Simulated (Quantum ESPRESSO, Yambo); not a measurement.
# ZrS2 (1T monolayer): G0W0 with Yambo, start to end, part 2 of 2

Wanted: ground state, empty states, screening and self-energy for ZrS2 (1T monolayer).

Quantum ESPRESSO 7.5 and Yambo 5.3.0; PBE and many-body steps on it, plane waves. Known limits of the many-body steps: not at the basis limit; no spin-orbit coupling.

So far. Step 3 (Bands along the symmetry lines): The gap is 1.195 eV, −0.022 eV from the run before at this level. Step 4 (Empty states on the mesh, 6×6×1 mesh, 376 bands): On this mesh the gap is 1.195 eV.

## Step 5: Conversion and set-up

This step: Yambo 5.3.0; conversion and set-up on PBE, plane waves, norm-conserving pseudopotentials.

The states are converted to the many-body program's format and the q mesh is built.

Command:

```
$ (cd o/x.save; p2y > p2y.log; mv SAVE ../..); yambo > setup.log
```

What it wrote:

```text
 Yambo, version 5.3.0

 [02] CORE Variables Setup
 =========================

  [02.01] Unit cells
  ==================

  Cell kind             :  HCP
  Atoms in the cell     :  Zr  S
  number of Zr atoms    :  1
  number of S  atoms    :  2

  List of atomic masses
  Mass of Zr    :  91.22400
  Mass of S     :  32.06000

  List of atomic coordinates    : [cc]
  Zr1       :   0.00000   0.00000  15.11781  order 1
  S1       : -0.15927E-09   4.0212       17.855      order 2
  S2       :   3.48246   2.01060  12.38053  order 3

  Alat factors          :   6.96493   6.03180  30.23562 [a.u.]
  Direct lattice volume :   1270.23    [a.u.]
  Direct lattice vectors:  A[ 1 ]  A[ 2 ]  A[ 3 ]
   A[ 1 ]:   1.0000     -0.62659E-10   0.0000      [iru]
    6.9649     -0.37795E-09   0.0000      [cc]
   A[ 2 ]: -0.500000  1.000000  0.000000  [iru]
  -3.482463  6.031803  0.000000  [cc]
   A[ 3 ]:  0.000000  0.000000  1.000000  [iru]
    0.00000   0.00000  30.23562  [cc]

  Recip. lattice volume :  0.195280 [a.u.]
  Recip. lattice vectors:  B[ 1 ]  B[ 2 ]  B[ 3 ]
   B[ 1 ]:  1.000000  0.500000  0.000000  [iku]
   0.902118  0.520838 -0.000000  [cc]
   B[ 2 ]:  0.62659E-10   1.0000       0.0000      [iku]
   0.56526E-10   1.0417      -0.0000      [cc]
   B[ 3 ]:  0.000000  0.000000  1.000000  [iku]
  -0.000000 -0.000000  0.207807  [cc]

  [02.02] Symmetries
  ==================

  Inversion symmetry    : yes
  Spatial inversion     : yes
  Inversion index       :   7
  K-space Time-reversal : no
  Magnetic symmetries   : no
  Group table correct   : yes
  Symmetries units      :  [cc]

   [S  1]:   1.0000      0.61381E-26   0.0000      0.15567E-15   1.0000       0.0000       0.0000       0.0000       1.0000
   [S  2]:   1.0000     -0.10853E-09   0.0000     -0.93988E-10  -1.0000       0.0000       0.0000       0.0000      -1.0000
   [S  3]: -0.500000  0.866025  0.000000 -0.866025 -0.500000  0.000000  0.000000  0.000000  1.000000
[...]
[S 11]:  0.500000  0.866025  0.000000  0.866025 -0.500000  0.000000  0.000000  0.000000  1.000000
   [S 12]:  0.500000 -0.866025  0.000000 -0.866025 -0.500000  0.000000  0.000000  0.000000  1.000000

  [02.03] Reciprocal space
  ========================

  nG shells         :   3622
  nG charge         :   75723
  nG WFs            :  11819
  nC WFs            :   9571
  G-vecs. in first 80 shells:  [ Number ]
     1    3    5    7    9   11   17   29   41
    53   55   67   69   81   93   95  107  113
   125  137  139  151  163  175  177  189  195
[...]
787   799   801   825   837   849   861   873
  ...
  Shell energy in first 80 shells:  [ mHa ]
[...]
4232.02      4240.26      4329.37      4337.61      4575.12      4736.88      4774.57      4782.81      4855.82
    4858.19      4882.90      4904.49      4969.27      5077.23      5179.70      5228.37      5276.67      5279.42
[...]
K/Q-points units:
  rlu = crystal or reduced units; cc = cartesian coordinates; iku = interal k-units

  K [1]          [rlu]:  0.000000  0.000000  0.000000
         WF components:   9571
  K [2]          [rlu]: -0.10008E-26  0.16667       0.0000
         WF components:   9527
  K [3]          [rlu]: -0.84639E-26  0.33333       0.0000
         WF components:   9476
  K [4]          [rlu]:  0.45100E-26 -0.50000       0.0000
         WF components:   9422
  K [5]          [rlu]:  0.166667  0.166667  0.000000
         WF components:   9491
  K [6]          [rlu]:  0.166667  0.333333  0.000000
         WF components:   9454
  K [7]          [rlu]:  0.333333  0.333333  0.000000
         WF components:   9498

  [02.05] Energies & Occupations
  ==============================

  [X] === General ===
  [X] Electronic Temperature                        :  0.000000  0.000000 [eV K]
  [X] Bosonic    Temperature                        :  0.000000  0.000000 [eV K]
  [X] Finite Temperature mode                       : no
  [X] El. density                                   :  0.12750E+24 [cm-3]
  [X] Fermi Level                                   : -1.601919 [eV]

  [X] === Gaps and Widths ===
  [X] Conduction Band Min                           :  1.195352 [eV]
  [X] Valence Band Max                              :  0.000000 [eV]
  [X] Filled Bands                                  :  12
  [X] Empty Bands                                   :    13   376
  [X] Direct Gap                                    :  1.687925 [eV]
  [X] Direct Gap localized at k                     :  1
  [X] Indirect Gap                                  :  1.195352 [eV]
  [X] Indirect Gap between kpts                     :   1   4
  [X] Last valence band width                       :  1.513109 [eV]
  [X] 1st conduction band width                     :  1.188339 [eV]

  E @ K [1]:  [eV]
  -48.90577 -26.95860 -26.81277 -26.81277 -12.34445 -11.20320  -3.64999  -2.60011
[...]
occ @ K [1]
[...]
E @ K [2]:  [eV]
[...]
occ @ K [2]
[...]
E @ K [3]:  [eV]
[...]
occ @ K [3]
[...]
E @ K [4]:  [eV]
[...]
occ @ K [4]
[...]
E @ K [5]:  [eV]
[...]
occ @ K [5]
[...]
E @ K [6]:  [eV]
[...]
occ @ K [6]
[...]
E @ K [7]:  [eV]
[...]
occ @ K [7]
[...]
2.000000  2.000000  2.000000  2.000000  0.000000  0.000000  0.000000  0.000000
   0.000000  0.000000  0.000000  0.000000  0.000000  0.000000  0.000000  0.000000

 [03] Transferred momenta grid and indexing
 ==========================================

 IBZ Q-points                                      :   7
 BZ  Q-points                                      :   36

 K/Q-points units:
 rlu = crystal or reduced units; cc = cartesian coordinates; iku = interal k-units

 Q [1]          [rlu]:  0.000000  0.000000  0.000000
 Q [2]          [rlu]:  0.29960E-16  0.16667       0.0000
 Q [3]          [rlu]:  0.59919E-16  0.33333       0.0000
 Q [4]          [rlu]: -0.89879E-16 -0.50000       0.0000
 Q [5]          [rlu]:  0.166667  0.166667  0.000000
 Q [6]          [rlu]:  0.166667  0.333333  0.000000
 Q [7]          [rlu]:  0.333333  0.333333  0.000000

  [03.01] X indexes
  =================

   [03.01.01] Sigma indexes
   ========================

 [06] Game Over & Game summary
```

It took 3.3 s on 1 MPI rank of Intel Xeon 6975P-C (Granite Rapids), shared host; peak memory 0.24 GiB.

## Step 6: Screening and self-energy, 6×6×1 mesh, 376 bands, screening to 176.9 eV

G0W0 replaces the xc potential by the self-energy, built once from these orbitals. Only a window of levels is corrected, while the sums run over the empty bands that the input names.

This step: G0W0 on PBE, plane waves, norm-conserving pseudopotentials.

File gw3.in:

```
HF_and_locXC
gw0
dyson
ppa
em1d
rim_cut
rim_w
RandQpts= 3000000
RandGvec= 100 RL
CUTGeo= "slab z"
RandGvecW= 9 RL
EXXRLvcs= 58 Ry
VXCRLvcs= 232 Ry
Chimod= "HARTREE"
% BndsRnXp
 1 | 376 |
%
NGsBlkXp= 13 Ry
% LongDrXp
 1 | 1 | 0 |
%
% GbndRnge
 1 | 376 |
%
DysSolver= "n"
ExtendOut
PPAPntXp= 27.21138 eV
% QPkrange
 1 | 1 | 11 | 14 |
 4 | 4 | 11 | 14 |
%
```

Command:

```
$ OMP_NUM_THREADS=1 mpirun -n 8 yambo -F gw3.in -J gw3 -C gw3 > gw3.log
```

What it wrote:

```text
 Yambo, version 5.3.0

 [02] CORE Variables Setup
 =========================

  [... cell, symmetries and grids as in the set-up ...]

  [02.05] Energies & Occupations
  ==============================

  [X] === General ===
  [X] Electronic Temperature                        :  0.000000  0.000000 [eV K]
  [X] Bosonic    Temperature                        :  0.000000  0.000000 [eV K]
  [X] Finite Temperature mode                       : no
  [X] El. density                                   :  0.12750E+24 [cm-3]
  [X] Fermi Level                                   : -1.601919 [eV]

  [X] === Gaps and Widths ===
  [X] Conduction Band Min                           :  1.195352 [eV]
  [X] Valence Band Max                              :  0.000000 [eV]
  [X] Filled Bands                                  :  12
  [X] Empty Bands                                   :    13   376
  [X] Direct Gap                                    :  1.687925 [eV]
  [X] Direct Gap localized at k                     :  1
  [X] Indirect Gap                                  :  1.195352 [eV]
  [X] Indirect Gap between kpts                     :   1   4
  [X] Last valence band width                       :  1.513109 [eV]
  [X] 1st conduction band width                     :  1.188339 [eV]

 [03] Transferred momenta grid and indexing
 ==========================================

 IBZ Q-points                                      :   7
 BZ  Q-points                                      :   36

 K/Q-points units:
 rlu = crystal or reduced units; cc = cartesian coordinates; iku = interal k-units

 Q [1]          [rlu]:  0.000000  0.000000  0.000000
 Q [2]          [rlu]:  0.29960E-16  0.16667       0.0000
 Q [3]          [rlu]:  0.59919E-16  0.33333       0.0000
 Q [4]          [rlu]: -0.89879E-16 -0.50000       0.0000
 Q [5]          [rlu]:  0.166667  0.166667  0.000000
 Q [6]          [rlu]:  0.166667  0.333333  0.000000
 Q [7]          [rlu]:  0.333333  0.333333  0.000000

 [04] Coloumb potential Random Integration (RIM)
 ===============================================

 Performing RIM of v_slab

  [04.01] RIM initialization
  ==========================

  * Diagonal components only detected *

  8 x (sBL volume)        :  0.043395 [a.u.]
  sBZ random points       :  3000000
  Points outside the sBZ  :  24000829
  RL volume               :  0.195280 [a.u.]
  Integrated volume       :  0.195273 [a.u.]

  [04.02] RIM integrals
  =====================

  Gamma point sphere radius             :  0.040765 [a.u.]
  Points outside the sphere             :  2398884
  [Int_sBZ(q=0) 1/q^2]*(Vol_sBZ)^(-1/3) =:  7.554583
                                 should be <:  7.795600

  Summary of Coulomb integrals for non-metallic bands |Q|[au] RIM/Bare

  Q [1] 0.100000E-4 0.969083 * Q [2] 0.173613 1.030105
  Q [5] 0.300706 1.033098 * Q [3] 0.347225 1.028625
  Q [6] 0.459336 1.018968 * Q [4] 0.520838 1.015230
  Q [7] 0.601412 1.011521
  Non-periodic chartesian directions : none
  Optical renormalization            :  30.23562 [au]
  Polarizability dimension           : length

 [05] Coloumb potential CutOffslab
 =================================

 Cut directionsZ
 Slab Cutoff:Z
 Symmetry test passed : yes

 [06] Dipoles
 ============

  [06.01] Setup: observables and procedures
  =========================================

  [WARNING] [x,Vnl] slows the Dipoles computation. To neglect it rename the ns.kb_pp file

 [07] Dynamic Dielectric Matrix (PPA)
 ====================================

 [SLK-Inversion]  Pools        :  2
 [SLK-Inversion]  BLACS grid   :  2  2

 [WR./gw3//ndb.pp]---------------------------------------------------------------
  Brillouin Zone Q/K grids (IBZ/BZ)                :    7   36    7   36
  RL vectors                                       :  11833 [WF]
  Coulomb cutoff potential                         : slab z
  Electronic Temperature                           :  0.000000 [K]
  Bosonic    Temperature                           :  0.000000 [K]
  PPA    diel. fun.  energies                      : Perdew, Burke & Ernzerhof(X)+Perdew, Burke & Ernzerhof(C)
  wavefunctions                                    : Perdew, Burke & Ernzerhof(X)+Perdew, Burke & Ernzerhof(C)
  Global Gauge                                     : length
  X matrix size                                    :   977
  X band range                                     :     1   376
  X e/h energy range                               : -1.000000 -1.000000 [eV]
  X Time ordering                                  : R
  X Hxc Kernel                                     : HARTREE
  X Drude frequency                                :  0.000000  0.000000
  X poles                                          :  100.0000 [o/o]
  RL vectors in the sum                            :  11833
  [r,Vnl] included                                 : yes
  Field direction                                  :  0.707107E-5  0.707107E-5   0.00000
  BZ energy Double Grid                            : no
  BZ energy DbGd points                            : 0
  BZ Q point size factor                           : -1.000000
  X Optical Averaged directions                    : none

 [08] Local Exchange-Correlation + Non-Local Fock
 ================================================

 [VXC] Plane waves :   75723
 [EXS] Plane waves :   9583

 QP @ state[ 1 ] K range:  1  1
 QP @ state[ 1 ] b range:  11  14
 QP @ state[ 2 ] K range:   4   4
 QP @ state[ 2 ] b range:  11  14

 [xc] Functional : Perdew, Burke & Ernzerhof(X)+Perdew, Burke & Ernzerhof(C)
 [xc] LIBXC used to calculate xc functional
  PP Number of Atomic Species                      :  2
  NLCC RL compoments                               :   75723
  PP Number of Atomic Species                      :  2
  NLCC RL compoments                               :   75723

 [xc] E_xc :  -10.43690 [Ha]
      E_xc :  -20.87379 [Ry]

  Local XC kind (lXC) : Perdew, Burke & Ernzerhof(X)+Perdew, Burke & Ernzerhof(C)
  Non-Local XC kind (nlXC) : Hartree-Fock

  Corrections @ K [1] :  [eV]
 <11|nlXC|11> = -15.89580 -0.13181E-17 <11|lXC|11> = -13.53777  0.000000
 <12|nlXC|12> = -15.89580 -0.92997E-17 <12|lXC|12> = -13.53777  0.000000
 <13|nlXC|13> = -8.594984  0.15779E-17 <13|lXC|13> = -13.98419  0.000000
 <14|nlXC|14> = -8.594969  0.29898E-17 <14|lXC|14> = -13.98419 -0.75527E-15

  Corrections @ K [4] :  [eV]
 <11|nlXC|11> = -15.70528  0.53255E-17 <11|lXC|11> = -12.61258  0.18882E-15
 <12|nlXC|12> = -16.08817  0.59087E-17 <12|lXC|12> = -13.17480  0.000000
 <13|nlXC|13> = -8.417988  0.30690E-17 <13|lXC|13> = -12.97713  0.000000
 <14|nlXC|14> = -8.697445 -0.14080E-17 <14|lXC|14> = -15.31655 -0.11801E-16

 [09] Dyson equation: Newton solver
 ==================================

  [09.01] RIM-W interpolation
  ===========================

  [WARNING] RIM-W works only for 2D semiconductors with slab cutoff
  Found compatible q grid: 2D
  q_min[ 1 ]:  0.16667      0.12822E-11   0.0000     [rlu]
   0.166667  0.083333  0.000000 [iku]
  q_min[ 2 ]:  0.29960E-16  0.16667       0.0000     [rlu]
   0.10443E-10  0.16667       0.0000     [iku]
  G-vectors :   9
  G-vectors loaded:   63
  Number of interpolated frequencies:  2

  Evaluating coefficients q = 0
  Evaluating coefficients q = 0

  [09.02] RIM-W integrals
  =======================

  8 x (sBL volume)        :  0.043395 [a.u.]
  sBZ random points       :  3000000
  Points outside the sBZ  :  24000829
  RL volume               :  0.195280 [a.u.]
  Integrated volume       :  0.195273 [a.u.]

  [09.03] RIM integrals
  =====================

  Comparison between head Wc = W - v averages: < Wc > [au] RIM-W/RIM

   < -Wc [Q = 1] > 0.331355E-1 0.419351E-4 * < -Wc [Q = 2] > 0.004785 0.004602
   < -Wc [Q = 3] > 0.864032E-3 0.846910E-3 * < -Wc [Q = 4] > 0.296439E-3 0.293429E-3
   < -Wc [Q = 5] > 0.001256 0.001225 * < -Wc [Q = 6] > 0.415823E-3 0.411010E-3
   < -Wc [Q = 7] > 0.200425E-3 0.199015E-3

  Comparison between head Wc = W - v averages: < Wc > [au] RIM-W/RIM

   < -Wc [G = 1,G`=0] > 0.331355E-1 0.419351E-4 * < -Wc [G = 2,G`=0] >-0.002141 0.000000
   < -Wc [G = 3,G`=0] >-0.002141 0.000000 * < -Wc [G = 4,G`=0] > 0.496182E-4  0.00000
   < -Wc [G = 5,G`=0] > 0.496368E-4  0.00000 * < -Wc [G = 6,G`=0] > 0.116566E-3  0.00000
   < -Wc [G = 7,G`=0] > 0.116533E-3  0.00000 * < -Wc [G = 8,G`=0] >-0.329687E-4  0.00000
   < -Wc [G = 9,G`=0] >-0.329632E-4  0.00000

 [10] G0W0 (W PPA)
 =================

 [  GW  ] Bands range     :     1   376
 [GW/PPA] G damping       :  0.100000 [eV]

 QP @ state[ 1 ] K range:  1  1
 QP @ state[ 1 ] b range:  11  14
 QP @ state[ 2 ] K range:   4   4
 QP @ state[ 2 ] b range:  11  14

  Sc/G bands                                       :     1   376
  Sc/G damping                                     :  0.100000 ev
  Sc bands terminator                              : no
  Sx RL components                                 :   9583

  QP @ state[ 1 ] K range                          :  1  1
  QP @ state[ 1 ] b range                          :  11  14
  QP @ state[ 2 ] K range                          :   4   4
  QP @ state[ 2 ] b range                          :  11  14
  GF energies kind                                 : Perdew, Burke & Ernzerhof(X)+Perdew, Burke & Ernzerhof(C)
  GF WF`s kind                                     : Perdew, Burke & Ernzerhof(X)+Perdew, Burke & Ernzerhof(C)
  Xs energies kind                                 : Perdew, Burke & Ernzerhof(X)+Perdew, Burke & Ernzerhof(C)
  Xs WF`s kind                                     : Perdew, Burke & Ernzerhof(X)+Perdew, Burke & Ernzerhof(C)

 [14] Game Over & Game summary
```

Wall time 17 min (8 MPI ranks); peak memory 7.7 GiB; 2.1 h of CPU time.

This step gave:

```yaml
g0w0_gap_on_the_points_computed: 2.685 eV
starting_gap_on_the_mesh: 1.195 eV
k_of_the_valence_top: 0, 0, 0
k_of_the_conduction_bottom: 0, -0.5, 0
least_direct_g0w0_gap_on_the_computed_points: 3.336 eV
z_at_the_valence_top: 0.7425
z_at_the_conduction_bottom: 0.7538
```

The gap on the mesh goes from 1.20 eV to 2.69 eV, a correction of +1.49 eV. The start differs from the 1.22 eV found before because the two sample other k points.

Limits: finite bands, cutoff and mesh; no spin-orbit coupling. v1 is the top filled band, c1 the lowest empty one. Levels before and after the correction, in eV, zero at the valence-band top of each column:

|  | conduction bottom | valence top |
| --- | --- | --- |
| Kohn-Sham | 1.20 | 0.00 |
| G0W0 | 2.69 | 0.00 |

|  | level | energy (eV) |
| --- | --- | --- |
| Kohn-Sham | Γ v2-v1 | 0.000 |
| Kohn-Sham | Γ c1-c2 | 1.688 |
| Kohn-Sham | (0 -0.5 0) v2 | -1.110 |
| Kohn-Sham | (0 -0.5 0) v1 | -0.926 |
| Kohn-Sham | (0 -0.5 0) c1 | 1.195 |
| Kohn-Sham | (0 -0.5 0) c2 | 3.358 |
| G0W0 | Γ v2-v1 | 0.000 |
| G0W0 | Γ c1-c2 | 3.336 |
| G0W0 | (0 -0.5 0) v2 | -1.213 |
| G0W0 | (0 -0.5 0) v1 | -0.999 |
| G0W0 | (0 -0.5 0) c1 | 2.685 |
| G0W0 | (0 -0.5 0) c2 | 5.174 |

## Step 7: Where the time went

Times are wall times on the hardware named with each run, good to a factor of about two.

```csv
step,time,share,memory (GiB)
ground state,13 s,1 %,0.79
bands along the symmetry lines,6.2 s,1 %,0.7
empty states on the mesh,51 s,5 %,1.8
conversion and set-up,3.3 s,0 %,0.24
screening and self-energy,17 min,93 %,7.7
```

## Step 8: Outcome

```yaml
pbe_gap: 1.20 eV, indirect
g0w0_gap_on_the_mesh: 2.69 eV
gw_settings: 6×6×1 mesh, 376 bands, screening to 176.9 eV, Godby-Needs plasmon pole
known_limits: not at the basis limit; no spin-orbit coupling
```

In words: G0W0 moves the gap on the mesh from 1.20 eV to 2.69 eV (+1.49 eV), with Z of 0.74 and 0.75 at the edges. Only 2 of the mesh's irreducible points were corrected, so a valley elsewhere could overtake. The dearest step here is «screening and self-energy». Bands and cutoff are finite, so the gap is not at the basis limit. The miss can reach some tenths of an eV and take either sign; the mesh is an error of its own. In the G0W0 run levels were corrected at 2 k points alone, so a gap called «on the mesh» is the least over those, and an edge elsewhere would be missed. The many-body steps are scalar-relativistic: spin-orbit coupling is not in them.

[Paths, hosts, dates, memory and timing lines, banners, echoed tables and standing remarks are left out of the program output.]

[Logs are printed without paths, hosts, clocks, repeated set-up lines and the standing remarks that a program may print on its own settings, such as how far it seeks lower states.]

[Runs of the session that timed out or met a known fault of the program may be left out.]

[Hosts, paths, dates, database ids (printed as entryN), source tags and the programs' standing remarks are cut or masked in the printed files.]
